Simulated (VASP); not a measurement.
# KCl (Fm-3m) in VASP: notebook

Runs on KCl. Level: r2SCAN. Tasks: single point, relaxation of cell and atoms, relaxation of the atoms.

Program: VASP 6.6.1. These are calculated values, not measurements. Logs are shortened: lines on timing, memory, paths and dates and some standing lists are left out, and cuts for length are marked.

**Measured values to compare with.**

A printed reference work, monograph reports, for a bulk crystal of KCl: band gap 8.68 eV.

How close the calculation comes is told below.

**1. The cell of the first run**

The structure is cubic, space group Fm-3m (No. 225). Conventional cell: a = 6.376 Å, b = 6.376 Å, c = 6.376 Å, α = 90.00°, β = 90.00°, γ = 90.00°. K (site symmetry m-3m) has 6 Cl at 3.19 Å within 4.2 Å. Cl (site symmetry m-3m) has 6 K at 3.19 Å within 4.2 Å.

**2. Single point, r2SCAN**

Contents of POSCAR:

```
KCl
1.0
    0.0000000000      3.1878756700      3.1878756700
    3.1878756700      0.0000000000      3.1878756700
    3.1878756700      3.1878756700      0.0000000000
K Cl
1 1
Direct
    0.0000000000      0.0000000000      0.0000000000
    0.5000000000      0.5000000000      0.5000000000
```

Contents of INCAR.step1:

```
SYSTEM = KCl
  PREC = Accurate
  ENCUT = 520
  ISMEAR = -1
  SIGMA = 0.02
  LREAL = .FALSE.
  LASPH = .TRUE.
  NELM = 100
  NBANDS = 15
  GGA = PE
  ALGO = Normal
  EDIFF = 1E-4
  LWAVE = .TRUE.
  LCHARG = .FALSE.
```

Contents of INCAR.step2:

```
SYSTEM = KCl
  PREC = Accurate
  ENCUT = 520
  EDIFF = 1E-7
  ISMEAR = -1
  SIGMA = 0.02
  LREAL = .FALSE.
  LASPH = .TRUE.
  NELM = 100
  ALGO = Normal
  ISIF = 2
  LWAVE = .FALSE.
  LCHARG = .FALSE.
  METAGGA = R2SCAN
  LMIXTAU = .TRUE.
  NBANDS = 15
  ISTART = 1
```

Contents of KPOINTS:

```
Automatic mesh
0
G
  8 8 8
  0 0 0
```

Potentials or basis: VASP PAW PBE potentials, release 64 (K_sv, Cl).

Command:

```bash
cat potpaw_PBE.64/K_sv/POTCAR potpaw_PBE.64/Cl/POTCAR > POTCAR
cp INCAR.step1 INCAR
mpirun -np 1 vasp_std > vasp.out
cp INCAR.step2 INCAR
mpirun -np 1 vasp_std > vasp.out
```

OUTCAR:

```text
SYSTEM = KCl
   PREC = Accurate
   ENCUT = 520
   EDIFF = 1E-7
   ISMEAR = -1
   LREAL = .FALSE.
   LASPH = .TRUE.
   NELM = 100
   ISIF = 2
   METAGGA = R2SCAN
   ISTART = 1

 ion  position               nearest neighbor table
   1  0.000  0.000  0.000-   2 3.19   2 3.19   2 3.19   2 3.19   2 3.19   2 3.19
   2  0.500  0.500  0.500-   1 3.19   1 3.19   1 3.19   1 3.19   1 3.19   1 3.19

  LATTYP: Found a face centered cubic cell.
 ALAT       =     6.3757513400

  Lattice vectors:

 A1 = (   0.0000000000,   3.1878756700,   3.1878756700)
 A2 = (   3.1878756700,   0.0000000000,   3.1878756700)
 A3 = (   3.1878756700,   3.1878756700,   0.0000000000)

Analysis of symmetry for initial positions (statically):
=====================================================================
 Subroutine PRICEL returns:
 Original cell was already a primitive cell.

 Routine SETGRP: Setting up the symmetry group for a
 face centered cubic supercell.

 Subroutine GETGRP returns: Found 48 space group operations
 (whereof 48 operations were pure point group operations)
 out of a pool of 48 trial point group operations.

The static configuration has the point symmetry O_h .

Analysis of symmetry for dynamics (positions and initial velocities):
=====================================================================
 Subroutine PRICEL returns:
 Original cell was already a primitive cell.

 Routine SETGRP: Setting up the symmetry group for a
 face centered cubic supercell.

 Subroutine GETGRP returns: Found 48 space group operations
 (whereof 48 operations were pure point group operations)
 out of a pool of 48 trial point group operations.

The dynamic configuration has the point symmetry O_h .

 Subroutine INISYM returns: Found 48 space group operations
 (whereof 48 operations are pure point group operations),
 and found     1 'primitive' translations

----------------------------------------------------------------------------------------

                                     Primitive cell

  volume of cell :      64.7939

  direct lattice vectors                    reciprocal lattice vectors
     0.000000000  3.187875670  3.187875670    -0.156844260  0.156844260  0.156844260
     3.187875670  0.000000000  3.187875670     0.156844260 -0.156844260  0.156844260
     3.187875670  3.187875670  0.000000000     0.156844260  0.156844260 -0.156844260

  length of vectors
     4.508337008  4.508337008  4.508337008     0.271662227  0.271662227  0.271662227

  position of ions in fractional coordinates (direct lattice)
     0.000000000  0.000000000  0.000000000
     0.500000000  0.500000000  0.500000000

  ion indices of the primitive-cell ions
   primitive index   ion index
                 1           1
                 2           2

----------------------------------------------------------------------------------------

 KPOINTS: Automatic mesh

Automatic generation of k-mesh.
 Grid dimensions read from file:
 generate k-points for:    8    8    8

 Generating k-lattice:

  Cartesian coordinates                     Fractional coordinates (reciprocal lattice)
    -0.019605532  0.019605532  0.019605532     0.125000000  0.000000000  0.000000000
     0.019605532 -0.019605532  0.019605532     0.000000000  0.125000000  0.000000000
     0.019605532  0.019605532 -0.019605532     0.000000000  0.000000000  0.125000000

  Length of vectors
     0.033957778  0.033957778  0.033957778

  Shift w.r.t. Gamma in fractional coordinates (k-lattice)
     0.000000000  0.000000000  0.000000000

 Subroutine IBZKPT returns following result:
 ===========================================

 Found     29 irreducible k-points:

 Following reciprocal coordinates:
            Coordinates               Weight
  0.000000  0.000000  0.000000      1.000000
  0.125000  0.000000  0.000000      8.000000
  0.250000  0.000000  0.000000      8.000000
  0.375000  0.000000  0.000000      8.000000
  0.500000  0.000000  0.000000      4.000000
  0.125000  0.125000  0.000000      6.000000
[... 16 lines left out ...]
  0.500000  0.250000  0.125000     48.000000
 -0.375000  0.250000  0.125000     24.000000
 [... further k-points ...]
   k-points           NKPTS =     29   k-points in BZ     NKDIM =     29   number of bands    NBANDS=     15
   number of dos      NEDOS =    301   number of ions     NIONS =      2
   total plane-waves  NPLWV =  46656
   dimension x,y,z NGX =    36 NGY =   36 NGZ =   36
   dimension x,y,z NGXF=    72 NGYF=   72 NGZF=   72
   ions per type =               1   1
   NGX,Y,Z   is equivalent  to a cutoff of  13.28, 13.28, 13.28 a.u.
   NGXF,Y,Z  is equivalent  to a cutoff of  26.55, 26.55, 26.55 a.u.
 SYSTEM =  KCl
   PREC   = accura    normal or accurate (medium, high low for compatibility)
   ISTART =      1    job   : 0-new  1-cont  2-samecut
   ICHARG =      0    charge: 1-file 2-atom 10-const
   ISPIN  =      1    spin polarized calculation?
   LNONCOLLINEAR =      F non collinear calculations
   LSORBIT =      F    spin-orbit coupling
   LASPH  =      T    aspherical Exc in radial PAW
   ENCUT  =  520.0 eV  38.22 Ry    6.18 a.u.   8.38  8.38  8.38*2*pi/ulx,y,z
   NELM   =    100;   NELMIN=  2; NELMDL=  0     # of ELM steps
   EDIFF  = 0.1E-06   stopping-criterion for ELM
   LREAL  =      F    real-space projection
   EDIFFG = 0.1E-05   stopping-criterion for IOM
   NSW    =      0    number of steps for IOM
   IBRION =     -1    ionic relax: 0-MD 1-quasi-New 2-CG
   NFREE  =      0    steps in history (QN), initial steepest desc. (CG)
   ISIF   =      2    stress and relaxation
   ISYM   =      2    0-nonsym 1-usesym 2-fastsym
   POTIM  = 0.5000    time-step for ionic-motion
   TEBEG  =    0.0;   TEEND  =   0.0 temperature during run
   PSTRESS=    0.0 pullay stress
   NELECT =      16.0000    total number of electrons
   NUPDOWN=      -1.0000    fix difference up-down
   EMIN   =  10.00;   EMAX   =-10.00  energy-range for DOS
   EFERMI =   0.00;   METHOD = LEGACY
   ISMEAR =    -1;   SIGMA  =   0.02  broadening in eV -4-tet -1-fermi 0-gaus
   EFERMI_NEDOS =   21; number of points for ismear=-14 and -15
   IALGO  =     38    algorithm
   IMIX   =      4    mixing-type and parameters
     AMIX     =   0.40;   BMIX     =  1.00
     AMIX_MAG =   1.60;   BMIX_MAG =  1.00
  volume/ion in A,a.u.               =      32.40       218.63
  Fermi-wavevector in a.u.,A,eV,Ry     =   1.027078  1.940896 14.352641  1.054889
  Thomas-Fermi vector in A             =   2.161004
   LORBIT       =      0    0 simple, 1 ext, 2 COOP (PROOUT), +10 PAW based schemes
   METAGGA = R2SCAN    functional components
   LHFCALC =     F    Hartree Fock is set to
   AEXX    =    0.0000 exact exchange contribution
   IVDW    =     0    specifies the selected vdW correction
   LEPSILON=     F    determine dielectric tensor
   LRPA    =     F    only Hartree local field effects (RPA)
 non-spin polarized calculation
  energy-cutoff  :      520.00
  volume of cell :       64.79
 maximum number of plane-waves:      1807
 NGX is ok and might be reduce to    36
   NGX = 17   NGY = 17   NGZ = 17

 number of electron      15.9999998 magnetization

 Free energy of the ion-electron system (eV)
  ---------------------------------------------------
  ext. energy  EPLUGINS =         0.00000000
  ---------------------------------------------------
  free energy    TOTEN  =       -16.50150594 eV

  energy without entropy =      -16.50150594  energy(sigma->0) =      -16.50150594

 E-fermi :  -1.9195     XC(G=0):  -7.7786

 val. band max:       -2.4139982678   @ k =   0.0000   0.0000   0.0000
 cond. band min:       3.2798814253   @ k =   0.0000   0.0000   0.0000
 fundamental gap:      5.6938796931
 Fermi energy:        -1.9194897033

 k-point     1 :       0.0000    0.0000    0.0000
  band No.  band energies     occupation
      1     -30.7814      2.00000
      2     -15.0408      2.00000
      3     -13.4714      2.00000
      4     -13.4714      2.00000
      5     -13.4714      2.00000
      6      -2.4140      2.00000
      7      -2.4140      2.00000
      8      -2.4140      2.00000
      9       3.2799      0.00000
     10       6.6007      0.00000
     11       6.6007      0.00000
     12       6.6007      0.00000
     13       7.6209      0.00000
     14       7.6209      0.00000
     15      10.8067      0.00000

 k-point     2 :       0.1250    0.0000    0.0000
  band No.  band energies     occupation
      1     -30.7801      2.00000
      2     -15.0644      2.00000
      3     -13.4725      2.00000
      4     -13.4725      2.00000
      5     -13.4401      2.00000
      6      -2.5862      2.00000
      7      -2.4589      2.00000
      8      -2.4589      2.00000
      9       3.6399      0.00000
     10       6.4460      0.00000
     11       6.7970      0.00000
     12       6.7970      0.00000
     13       7.8266      0.00000
     14       7.8266      0.00000
     15      11.4244      0.00000

 k-point     3 :       0.2500    0.0000    0.0000
  band No.  band energies     occupation
      1     -30.7772      2.00000
      2     -15.1181      2.00000
      3     -13.4751      2.00000
      4     -13.4751      2.00000
      5     -13.3676      2.00000
      6      -2.9528      2.00000
      7      -2.5639      2.00000
      8      -2.5639      2.00000
      9       4.4991      0.00000
     10       6.2913      0.00000
     11       7.3556      0.00000
     12       7.3556      0.00000
     13       8.3944      0.00000
     14       8.3944      0.00000
     15      11.7991      0.00000
[... 343 lines left out ...]
 k-point    23 :       0.5000    0.2500    0.1250
  band No.  band energies     occupation
      1     -30.7727      2.00000
      2     -15.1090      2.00000
      3     -13.5151      2.00000
      4     -13.4906      2.00000
      5     -13.3552      2.00000
      6      -3.1669      2.00000
      7      -2.7315      2.00000
      8      -2.6855      2.00000
      9       5.6985      0.00000
     10       6.0406      0.00000
     11       8.2947      0.00000
     12       8.5047      0.00000
     13       8.9147      0.00000
     14       9.4320      0.00000
     15      10.1881      0.00000

 k-point    24 :      -0.3750    0.2500    0.1250
  band No.  band energies     occupation
      1     -30.7717      2.00000
      2     -15.1116      2.00000
      3     -13.5165      2.00000
      4     -13.4985      2.00000
      5     -13.3478      2.00000
      6      -3.1986      2.00000
      7      -2.7912      2.00000
      8      -2.7170      2.00000
      9       5.8960      0.00000
     10       6.4154      0.00000
     11       8.3681      0.00000
     12       8.4138      0.00000
     13       9.1853      0.00000
     14      10.1135      0.00000
     15      10.1471      0.00000

 [... further k-points ...]

------------------------ aborting loop because EDIFF is reached ----------------------------------------

  FORCE on cell =-STRESS in cart. coord.  units (eV):
  Direction    XX          YY          ZZ          XY          YZ          ZX
  --------------------------------------------------------------------------------------
  -------------------------------------------------------------------------------------
  Total       -0.2881337     -0.2881337     -0.2881337      0.0000000     -0.0000000     -0.0000000
  in kB       -7.1247642     -7.1247642     -7.1247642      0.0000000     -0.0000000     -0.0000000
  external PRESSURE =      -7.1247642 kB  Pullay stress =       0.0000000 kB

 VOLUME and BASIS-vectors are now :
 -----------------------------------------------------------------------------
  energy-cutoff  :      520.00
  volume of cell :       64.79
      direct lattice vectors                 reciprocal lattice vectors
     0.000000000  3.187875670  3.187875670    -0.156844260  0.156844260  0.156844260
     3.187875670  0.000000000  3.187875670     0.156844260 -0.156844260  0.156844260
     3.187875670  3.187875670  0.000000000     0.156844260  0.156844260 -0.156844260

 POSITION                                       TOTAL-FORCE (eV/Angst)
 -----------------------------------------------------------------------------------
      0.00000      0.00000      0.00000         0.000000     -0.000000     -0.000000
      3.18788      3.18788      3.18788        -0.000000      0.000000      0.000000
 -----------------------------------------------------------------------------------
    total drift:                                0.000000      0.000000      0.000000

  FREE ENERGIE OF THE ION-ELECTRON SYSTEM (eV)
  ---------------------------------------------------
  free  energy   TOTEN  =       -16.5015059425 eV

  energy  without entropy=      -16.5015059425  energy(sigma->0) =      -16.50150594
```

Run time: 2 min. Hardware: 1 thread of AMD EPYC 9R45 (Zen 5), shared host; peak memory 0.19 GiB.

What came out:

* Free energy: -16.5015 eV
* Pressure: -0.7 GPa
* Band gap on the k mesh: 5.69 eV

Levels at points of the mesh, in eV from the valence-band top:
| k point | band 5 | band 6 | band 7 | band 8 | band 9 | band 10 | band 11 | band 12 |
| --- | --- | --- | --- | --- | --- | --- | --- | --- |
| (0.00, 0.00, 0.00) | -11.06 | 0.00 | 0.00 | 0.00 | 5.69 | 9.01 | 9.01 | 9.01 |
| (0.50, 0.00, 0.00) | -10.86 | -0.98 | -0.29 | -0.29 | 8.02 | 9.09 | 11.19 | 11.19 |
| (0.50, 0.50, 0.00) | -11.10 | -0.64 | -0.22 | -0.22 | 7.06 | 9.03 | 10.46 | 11.04 |

Caveat: the PAW data sets were made with another functional, which shifts forces and pressure a little.

**3. Single point, r2SCAN**

This run uses another cell than the first one, of 33.02 Å³/atom.

Contents of POSCAR:

```
KCl
1.0
    0.0000000000      3.2081811600      3.2081811600
    3.2081811600      0.0000000000      3.2081811600
    3.2081811600      3.2081811600      0.0000000000
K Cl
1 1
Direct
    0.0000000000      0.0000000000      0.0000000000
    0.5000000000      0.5000000000      0.5000000000
```

Contents of INCAR.step1:

```
ALGO = Normal ; EDIFF = 1E-4
ENCUT = 520 ; GGA = PE
ISMEAR = -1 ; LASPH = True
LCHARG = False ; LREAL = False
LWAVE = True ; NBANDS = 15
NELM = 100 ; PREC = Accurate
SIGMA = 0.02
```

Contents of INCAR.step2:

```
ALGO = Normal ; EDIFF = 1E-6
ENCUT = 520 ; ISIF = 2
ISMEAR = -1 ; ISTART = 1
LASPH = True ; LCHARG = True
LELF = True ; LMIXTAU = True
LREAL = False ; LVHAR = True
LWAVE = False ; METAGGA = R2SCAN
NBANDS = 15 ; NELM = 100
PREC = Accurate ; SIGMA = 0.02
```

Contents of KPOINTS:

```
k-points
0
Gamma
  8 8 8
```

Potentials or basis: VASP PAW PBE potentials, release 64 (K_sv, Cl).

Command:

```bash
cat potpaw_PBE.64/K_sv/POTCAR potpaw_PBE.64/Cl/POTCAR > POTCAR
cp INCAR.step1 INCAR
mpirun -np 1 vasp_std > vasp.out
cp INCAR.step2 INCAR
mpirun -np 1 vasp_std > vasp.out
```

Run time: 98 s. Hardware: 1 thread of AMD EPYC 9R45 (Zen 5), shared host; peak memory 0.19 GiB.

Results (log left out):

* Free energy: -16.4953 eV
* Pressure: -1.0 GPa
* Band gap on the k mesh: 5.63 eV

Levels at points of the mesh, in eV from the valence-band top:
| k point | band 5 | band 6 | band 7 | band 8 | band 9 | band 10 | band 11 | band 12 |
| --- | --- | --- | --- | --- | --- | --- | --- | --- |
| (0.00, 0.00, 0.00) | -11.11 | 0.00 | 0.00 | 0.00 | 5.63 | 9.00 | 9.00 | 9.00 |
| (0.50, 0.00, 0.00) | -10.92 | -0.95 | -0.28 | -0.28 | 7.96 | 9.01 | 11.13 | 11.13 |
| (0.50, 0.50, 0.00) | -11.15 | -0.63 | -0.21 | -0.21 | 7.08 | 8.95 | 10.34 | 11.00 |

Caveat: the PAW data sets were made with another functional, which shifts forces and pressure a little. r2SCAN opens gaps a little over a GGA but as a rule still falls short of measured ones.

**4. Relaxation of cell and atoms, r2SCAN**

This run uses another cell than the first one, of 31.15 Å³/atom.

Contents of POSCAR:

```
KCl
1.0
    0.0000000000      3.1464700000      3.1464700000
    3.1464700000      0.0000000000      3.1464700000
    3.1464700000      3.1464700000      0.0000000000
K Cl
1 1
Direct
    0.0000000000      0.0000000000      0.0000000000
    0.5000000000      0.5000000000      0.5000000000
```

Contents of INCAR.step1:

```
PREC     = Accurate       # precision mode
ENCUT    = 600            # plane-wave cutoff, eV
ISMEAR   = -1             # smearing method
SIGMA    = 0.02           # smearing width, eV
LREAL    = False          # projectors in reciprocal space
LASPH    = True           # aspherical terms in the spheres
NELM     = 80             # most SCF steps
GGA      = PE             # functional
ALGO     = Normal         # electronic algorithm
EDIFF    = 1E-4           # SCF threshold, eV
LWAVE    = True           # write WAVECAR
LCHARG   = False          # write CHGCAR
```

Contents of INCAR.step2:

```
PREC     = Accurate       # precision mode
ENCUT    = 600            # plane-wave cutoff, eV
EDIFF    = 1E-6           # SCF threshold, eV
ISMEAR   = -1             # smearing method
SIGMA    = 0.02           # smearing width, eV
LREAL    = False          # projectors in reciprocal space
LASPH    = True           # aspherical terms in the spheres
NELM     = 80             # most SCF steps
ALGO     = Normal         # electronic algorithm
ISIF     = 3              # what is computed and relaxed
LWAVE    = False          # write WAVECAR
LCHARG   = False          # write CHGCAR
METAGGA  = R2SCAN         # meta-GGA
LMIXTAU  = True         
IBRION   = 2              # ionic algorithm
NSW      = 80             # ionic steps
EDIFFG   = -0.01          # ionic threshold
ISTART   = 1
```

Contents of KPOINTS:

```
regular mesh
0
Gamma
  8 8 8
```

Command:

```bash
cat potpaw_PBE.64/K_sv/POTCAR potpaw_PBE.64/Cl/POTCAR > POTCAR
cp INCAR.step1 INCAR
mpirun -np 1 vasp_std > vasp.out
cp INCAR.step2 INCAR
mpirun -np 1 vasp_std > vasp.out
```

It took 82 s on 1 thread of AMD EPYC 9R45 (Zen 5), shared host; peak memory 0.19 GiB.

It converged, with:

```yaml
Free_energy: -16.5078 eV
Pressure_after_relaxing: 0.0 GPa
Band_gap_on_the_k_mesh: 5.83 eV
```

Final structure:
```
K Cl
1.0
     0.00000    3.14647    3.14647
     3.14647    0.00000    3.14647
     3.14647    3.14647    0.00000
K Cl
1 1
Cartesian
  0.0000 0.0000 0.0000
  3.1465 3.1465 3.1465
```

Levels at points of the mesh, in eV from the valence-band top:
```tsv
k point	band 5	band 6	band 7	band 8	band 9	band 10	band 11	band 12
(0.00, 0.00, 0.00)	-10.96	0.00	0.00	0.00	5.83	9.03	9.03	9.03
(0.50, 0.00, 0.00)	-10.74	-1.05	-0.32	-0.32	8.13	9.24	11.32	11.32
(0.50, 0.50, 0.00)	-11.01	-0.67	-0.23	-0.23	7.03	9.22	10.69	11.11
```

Caveat: the relaxation stopped at its first step, so nothing moved; the PAW data sets were made with another functional, which shifts forces and pressure a little. A k mesh can miss the band edges.

(Part 1 of 2 ends here.)
